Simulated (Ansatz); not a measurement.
Crystal: SnO2.

```xyz
12
Lattice="-5.3733 5.3733 1.6162 5.3733 -5.3733 1.6162 5.3733 5.3733 -1.6162" Properties=species:S:1:pos:R:3 pbc="T T T"
Sn    3.5579   -1.6004    1.6162
Sn    1.6004    3.5579    1.6162
Sn    3.7729    1.8155    0.0000
Sn    1.8155    6.9737    0.0000
O     1.6650    2.2095    0.0000
O    -3.1638    3.7084    1.6162
O     3.7084    3.1638    1.6162
O     8.5371    1.6650    0.0000
O     5.8350    1.7307    0.0000
O     3.6426    0.4617    1.6162
O     1.7307    4.9116    0.0000
O    -0.4617    3.6426    1.6162
```

Measurements of this composition are mostly on another form, of space group No. 136.

| Quantity | Value |
| --- | --- |
| Program | Ansatz 0.2.0 |
| Task | relaxation of cell and atoms |
| Functional | BLYP |
| Potentials or basis | Ansatz PAW |
| Cutoff | 420 eV (not typed: the program's choice for these potentials) |
| k mesh | 9 × 9 × 9 |
| Occupations | fermi-dirac, width 0.05 eV |
| Spin | no spin polarisation |

At the start: volume 15.55 Å³/atom.

Problem. How do energy, volume and symmetry change on relaxing?

Solution. It ends after 8 steps and the volume is 16.25 Å³/atom (+4.5 %); space group I4/m (No. 87, to 0.05 Å).

The path:
| step | energy change (eV) | largest force (eV/Å) | volume (Å³) |
| --- | --- | --- | --- |
| 1 | 0.0000 | 0.2132 | 186.66 |
| 2 | 0.0520 | 0.6900 | 197.77 |
| 3 | -0.0595 | 0.0710 | 193.79 |
| 4 | -0.0600 | 0.0465 | 194.00 |
| 5 | -0.0601 | 0.0112 | 194.25 |
| 6 | -0.1068 | 0.0124 | 194.25 |
| 7 | -0.1037 | 0.0114 | 195.04 |
| 8 | -0.1078 | 0.0113 | 195.04 |

Final structure:
```
CELL_PARAMETERS angstrom
-5.46575 5.46575 1.63219
5.46575 -5.46575 1.63219
5.46575 5.46575 -1.63219
ATOMIC_POSITIONS crystal
Sn 0.34980 0.83415 0.18396
Sn 0.83415 0.65020 0.48435
Sn 0.16585 0.34980 0.51565
Sn 0.65020 0.16585 0.81604
O 0.21119 0.15701 0.36820
O 0.84299 0.21119 0.05417
O 0.78881 0.84299 0.63180
O 0.15701 0.78881 0.94583
O 0.16034 0.54118 0.70151
O 0.54118 0.83966 0.38084
O 0.45882 0.16034 0.61916
O 0.83966 0.45882 0.29849
```

Caveat: the plane-wave basis is chosen anew once the cell has moved, so the energies of steps on either side of that aren't comparable; the pressure holds a Pulay correction of +0.8 GPa for the finite cutoff; the PAW data sets come from PBE, with cores solved anew for the run's functional, which leaves a small shift of forces and pressure.
